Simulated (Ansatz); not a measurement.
Crystal: CuO.

```
Cu O
1.0
     2.34185   -1.71130    0.00000
    -1.49182   -1.71130   -5.05787
     2.34185    5.13390    0.00000
Cu O
4 4
Direct
  0.32133 0.95658 0.29054
  0.67867 0.04342 0.70946
  0.32256 0.52186 0.68365
  0.67744 0.47814 0.31635
  0.41767 0.70732 0.00990
  0.41393 0.79268 0.65850
  0.22494 0.34817 0.07342
  0.94346 0.15183 0.25818
```

The cell isn't the ideal one: a zone-boundary wave of random shape, sigma 0.4 Å.

| Item | Value |
| --- | --- |
| Program | Ansatz 0.2.0 |
| Task | relaxation of cell and atoms |
| Functional | PBEsol |
| Potentials or basis | Ansatz PAW |
| Cutoff | 420 eV (not typed: the program's choice for these potentials) |
| k mesh | 9 × 5 × 5 |
| Occupations | fermi-dirac, width 0.05 eV |
| Spin | no spin polarisation |

At the start: volume 10.13 Å³/atom.

Question: How do energy, volume and symmetry change on relaxing?

Answer: It ends after 38 steps and the volume is 10.45 Å³/atom (+3.1 %); space group C2/m (No. 12, to 0.05 Å).

The path:
```
step  energy change (eV)  largest force (eV/Å)  volume (Å³)
   1              0.0000               15.6175        81.08
   2             -3.1078                7.9716        86.05
   3             -5.8273                2.1334        87.81
   4             -7.0732                1.5276        88.15
   5             -7.9009                1.5894        88.30
   6             -8.7224                1.4817        87.47
   7             -9.4420                1.2816        86.04
   8            -10.1055                0.9675        81.41
   9            -10.1187                2.1302        78.87
  10            -10.3897                0.2604        81.74
  11            -10.4234                0.0423        81.61
  12            -10.4252                0.0241        81.61
  13            -10.4257                0.0103        81.70
  14            -10.4263                0.0160        81.65
  15            -10.4265                0.0071        81.67
  16            -10.4267                0.0041        81.66
  17            -10.4267                0.0060        81.66
  18            -10.4267                0.0018        81.66
  19            -10.4653                0.0078        81.66
  20            -10.4923                0.0958        82.33
  21            -10.4946                0.0758        83.06
  22            -10.4983                0.0188        82.68
  23            -10.4982                0.0082        82.77
  24            -10.5308                0.0109        82.77
  25            -10.5439                0.0279        83.05
  26            -10.5469                0.0338        83.40
  27            -10.5475                0.0119        83.37
  28            -10.5477                0.0008        83.35
  29            -10.5585                0.0012        83.35
  30            -10.5622                0.0032        83.48
  31            -10.5616                0.0433        83.63
  32            -10.5623                0.0004        83.53
  33            -10.5651                0.0007        83.53
  34            -10.5658                0.0021        83.56
  35            -10.5658                0.0014        83.57
  36            -10.5663                0.0014        83.57
  37            -10.5665                0.0037        83.56
  38            -10.5665                0.0036        83.56
```

Final structure:
```cif
data_structure
_symmetry_space_group_name_H-M 'P 1'
_symmetry_Int_Tables_number 1
_cell_length_a 2.9589
_cell_length_b 5.9170
_cell_length_c 6.1116
_cell_angle_alpha 112.848
_cell_angle_beta 118.749
_cell_angle_gamma 91.159
_cell_volume 83.56
loop_
_atom_site_label
_atom_site_type_symbol
_atom_site_fract_x
_atom_site_fract_y
_atom_site_fract_z
_atom_site_occupancy
Cu1 Cu 0.24998 0.99998 0.24999 1
Cu2 Cu 0.75002 0.00002 0.75001 1
Cu3 Cu 0.25001 0.50000 0.75001 1
Cu4 Cu 0.74998 0.50000 0.24999 1
O1 O 0.63592 0.76347 0.13176 1
O2 O 0.43002 0.66985 0.58453 1
O3 O 0.07002 0.33018 0.91549 1
O4 O 0.86405 0.23650 0.36823 1
```

Caveat: the plane-wave basis is chosen anew once the cell has moved, so the energies of steps on either side of that aren't comparable; the pressure holds a Pulay correction of +0.7 GPa for the finite cutoff; the run has no spin polarisation, though such a crystal can be magnetic; the PAW data sets come from PBE, with cores solved anew for the run's functional, which leaves a small shift of forces and pressure.
